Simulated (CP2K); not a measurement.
Crystal: AlCu3.

```
Cu Al
1.0
     4.08426    0.00000    0.00000
     2.04213    3.53708    0.00000
     2.04213    1.17903    3.33479
Cu Al
3 1
Direct
  0.75000 0.75000 0.75000
  0.25000 0.25000 0.25000
  0.50000 0.50000 0.50000
  0.00000 0.00000 0.00000
```

The cell comes from a database or a generator and needn't be the stable form of this composition.

* Program: CP2K 2026.2
* Task: single point
* Functional: PBEsol
* Potentials or basis: POTENTIAL_UZH Cu GTH-PBE-q11, Al GTH-PBE-q3; TZVP-MOLOPT-PBE-GTH basis
* Density cutoff: 6123 eV
* k mesh: 8 × 8 × 8
* Occupations: fermi-dirac, width 0.05 eV
* Spin: no spin polarisation

On this cell: pressure 1.3 GPa; largest force zero by symmetry; band gap on the k mesh none (metal or under the smearing width).

The same run follows on a disturbed copy (atoms moved at random, drawn with an rms of 0.05 Å):

```xyz
4
Lattice="4.0843 0.0000 0.0000 2.0421 3.5371 0.0000 2.0421 1.1790 3.3348" Properties=species:S:1:pos:R:3 pbc="T T T"
Cu    6.1550    3.5400    2.4949
Cu    2.0821    1.2052    0.8383
Cu    4.0598    2.3648    1.7037
Al   -0.0429   -0.0487    0.0220
```

Question: What does the disturbed cell give?

Answer: The energy (extrapolated to zero smearing) moves by +13.6 meV/atom; pressure 1.8 GPa; largest force 0.728 eV/Å; band gap on the k mesh none (metal or under the smearing width).

Forces on the atoms (eV/Å):
```
Cu  -0.459 -0.145  0.198
Cu  -0.433 -0.335  0.171
Cu   0.357  0.000 -0.220
Al   0.519  0.484 -0.161
```

Stress tensor (GPa, compression positive):
```
 1.90 -0.04  0.25
-0.04  1.92  0.16
 0.25  0.16  1.64
```

Caveats: the potentials were made for another functional, which shifts forces and pressure; the basis of atomic orbitals isn't converged, which shifts pressures, moduli and gaps.
